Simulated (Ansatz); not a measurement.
Take a crystal in which Se has been replaced by Te on all its sites, with the cell rescaled by a rough guess (in some cases also distorted within its space group) and nothing relaxed:

```yaml
crystal:
  lattice:
    - [0.00000, 3.26015, 3.26015]
    - [3.26015, 0.00000, 3.26015]
    - [3.26015, 3.26015, 0.00000]
  atoms:
    - { symbol: Sn, position: [0.00000, 0.00000, 0.00000] }
    - { symbol: Te, position: [0.50000, 0.50000, 0.50000] }
```

Computed with Ansatz, DFT PBE, scalar-relativistic, plane waves, PAW.

Settings: cutoff 420 eV, Γ-centred mesh 10×10×10 on the computed 2-atom cell, Gaussian smearing of 0.01 eV; no spin polarisation.

What pressure does the cell carry?

The pressure is -1.8 GPa (positive in compression), so the cell would contract.

Is it a metal on this mesh?

No: the gap is 0.19 eV, the least direct gap 0.19 eV.

What is its energy against the elements in their standard states?

-0.277 eV/atom at this unrelaxed geometry, with the elements in the same functional.

Spin-orbit coupling is left out, which matters for the bands of heavy elements.